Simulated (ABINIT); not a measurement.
Wanted: the native input for an ABINIT 10.8.3 (patched build) run.

| Property | Result |
| --- | --- |
| Task | band structure |
| Functional | PBEsol |
| Potentials or basis | JTH PAW PBE v2.0 |
| Cutoff | 544 eV |
| k mesh | 10 × 10 × 8 |
| Occupations | fermi-dirac, width 0.05 eV |
| Spin | no spin polarisation |
| Fine-grid cutoff | 1088.46 eV |
| Exchange and correlation inside the PAW spheres | full angular mesh (pawxcdev 0, this build's default; the released program takes 1) |

The system is MoP.

```
CELL_PARAMETERS angstrom
3.22300 0.00000 0.00000
-1.61150 2.79120 0.00000
0.00000 0.00000 3.19100
ATOMIC_POSITIONS crystal
Mo 0.00000 0.00000 0.00000
P 0.33333 0.66667 0.50000
```

The input as run:

run.abi

```
ndtset 2

pp_dirpath "./"
pseudos "Mo.GGA_PBE-JTH.xml, P.GGA_PBE-JTH.xml"

acell 3*1.0
rprim
     6.0905872997     0.0000000000     0.0000000000
    -3.0452936498     5.2746033255     0.0000000000
     0.0000000000     0.0000000000     6.0301160637
ntypat 2
znucl 42 15
natom 2
typat 1 2
xcart
     0.0000000000     0.0000000000     0.0000000000
    -0.0000000002     1.8607999177     1.5955000000 Angstrom

ecut 20.0
pawecutdg 40.0

ixc -116133

occopt 3
tsmear 0.00183747

nstep 100

iomode 3
prtwf 0
prteig 0
prtebands 0
enunit 1
prtden1 1

kptopt1 1
ngkpt1 10 10 8
nshiftk1 1
shiftk1 0.0 0.0 0.0
nband1 14
tolvrs1 1.0e-9

iscf2 -2
getden2 1
nband2 18
nbdbuf2 2
tolwfr2 1.0e-12
kptopt2 -7
ndivsm2 6
prteig2 1
kptbounds2
     0.0000000000     0.0000000000     0.0000000000
     0.5000000000     0.0000000000     0.0000000000
     0.3333333333     0.3333333333     0.0000000000
     0.0000000000     0.0000000000     0.0000000000
     0.0000000000     0.0000000000     0.5000000000
     0.5000000000     0.0000000000     0.5000000000
     0.3333333333     0.3333333333     0.5000000000
     0.0000000000     0.0000000000     0.5000000000
```

Potentials or basis: JTH PAW PBE v2.0.

The run is started by

```bash
$ abinit run.abi > log 2>&1
```

Results of the run:

The pressure is -3.1 GPa, the band gap on the k mesh is none (metal or under the smearing width) and the valence electrons inside the program's atomic spheres are Mo 11.34; P 1.59.

Caveat: the PAW data sets were made with another functional, which shifts forces and pressure a little.

Run time: 27 s on 1 thread of AMD EPYC 9R45 96-Core Processor (Zen 5), with other jobs on the host, peak memory 0.12 GiB.
